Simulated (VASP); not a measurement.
Input of a VASP 6.6.1 run:

The input INCAR:

```
PREC = Accurate
ENCUT = 520
EDIFF = 1E-6
ISMEAR = 0
SIGMA = 0.03
LREAL = F
LASPH = T
NELM = 80
ALGO = Normal
ISIF = 2
LWAVE = F
LCHARG = F
LDIPOL = T
IDIPOL = 3
DIPOL = 0.5 0.5 0.500
GGA = CA
NBANDS = 11
LVHAR = T
LVACPOTAV = T
KPAR = 2
```

File KPOINTS:

```
regular mesh
0
Gamma
  15 15 1
```

The input POSCAR:

```
C                                       
1.0
    2.4661062413      0.0000000000      0.0000000000
   -1.2330531207      2.1357106537      0.0000000000
    0.0000000000      0.0000000000     18.0000000000
  C             
     2
Direct
     0.0000000000000000    0.0000000000000000    0.5000000000000000
     0.6666666699999979    0.3333333400000029    0.5000000000000000
```

KPOINTS_OPT

```
explicit points
67
Reciprocal
 0.0000000000  0.0000000000  0.0000000000 1
 0.0357142900  0.0000000000  0.0000000000 1
 0.0714285700  0.0000000000  0.0000000000 1
 0.1071428600  0.0000000000  0.0000000000 1
 0.1428571400  0.0000000000  0.0000000000 1
 0.1785714300  0.0000000000  0.0000000000 1
 0.2142857100  0.0000000000  0.0000000000 1
 0.2500000000  0.0000000000  0.0000000000 1
 0.2857142900  0.0000000000  0.0000000000 1
 0.3214285700  0.0000000000  0.0000000000 1
 0.3571428600  0.0000000000  0.0000000000 1
 0.3928571400  0.0000000000  0.0000000000 1
 0.4285714300  0.0000000000  0.0000000000 1
 0.4642857100  0.0000000000  0.0000000000 1
 0.5000000000  0.0000000000  0.0000000000 1
 0.4791666700  0.0416666700  0.0000000000 1
 0.4583333300  0.0833333300  0.0000000000 1
 0.4375000000  0.1250000000  0.0000000000 1
 0.4166666700  0.1666666700  0.0000000000 1
 0.3958333300  0.2083333300  0.0000000000 1
 0.3750000000  0.2500000000  0.0000000000 1
 0.3541666700  0.2916666700  0.0000000000 1
 0.3333333300  0.3333333300  0.0000000000 1
 0.3137254900  0.3137254900  0.0000000000 1
 0.2941176500  0.2941176500  0.0000000000 1
 0.2745098000  0.2745098000  0.0000000000 1
 0.2549019600  0.2549019600  0.0000000000 1
 0.2352941200  0.2352941200  0.0000000000 1
 0.2156862700  0.2156862700  0.0000000000 1
 0.1960784300  0.1960784300  0.0000000000 1
 0.1764705900  0.1764705900  0.0000000000 1
 0.1568627500  0.1568627500  0.0000000000 1
 0.1372549000  0.1372549000  0.0000000000 1
 0.1176470600  0.1176470600  0.0000000000 1
 0.0980392200  0.0980392200  0.0000000000 1
 0.0784313700  0.0784313700  0.0000000000 1
 0.0588235300  0.0588235300  0.0000000000 1
 0.0392156900  0.0392156900  0.0000000000 1
 0.0196078400  0.0196078400  0.0000000000 1
 0.0000000000  0.0000000000  0.0000000000 1
 0.0000000000  0.0000000000  0.0000000000 1
 0.0047121800 -0.0023560900  0.0000000000 1
-0.0047121800  0.0023560900  0.0000000000 1
 0.0137438600 -0.0068719300  0.0000000000 1
-0.0137438600  0.0068719300  0.0000000000 1
 0.0000000000  0.0040808700  0.0000000000 1
-0.0000000000 -0.0040808700  0.0000000000 1
 0.0000000000  0.0119025300  0.0000000000 1
-0.0000000000 -0.0119025300  0.0000000000 1
 0.5000000000  0.0000000000  0.0000000000 1
 0.5047121800 -0.0023560900  0.0000000000 1
 0.4952878200  0.0023560900  0.0000000000 1
 0.5137438600 -0.0068719300  0.0000000000 1
 0.4862561400  0.0068719300  0.0000000000 1
 0.5000000000  0.0040808700  0.0000000000 1
 0.5000000000 -0.0040808700  0.0000000000 1
 0.5000000000  0.0119025300  0.0000000000 1
 0.5000000000 -0.0119025300  0.0000000000 1
 0.3333333300  0.3333333300  0.0000000000 1
 0.3380455100  0.3309772400  0.0000000000 1
 0.3286211500  0.3356894200  0.0000000000 1
 0.3470771900  0.3264614000  0.0000000000 1
 0.3195894700  0.3402052600  0.0000000000 1
 0.3333333300  0.3374142000  0.0000000000 1
 0.3333333300  0.3292524600  0.0000000000 1
 0.3333333300  0.3452358600  0.0000000000 1
 0.3333333300  0.3214308000  0.0000000000 1
```

Potentials or basis: VASP PAW LDA potentials, release 64 (C).

Command:

```console
$ cat potpaw_LDA.64/C/POTCAR > POTCAR
$ mpirun -np 2 vasp_std > vasp.out
```

(1) Estimate the band gap along the path.

(2) What does it give for the work function of the lower face?

Answers

(1) none (metal or under the smearing width).

(2) 4.55 eV.
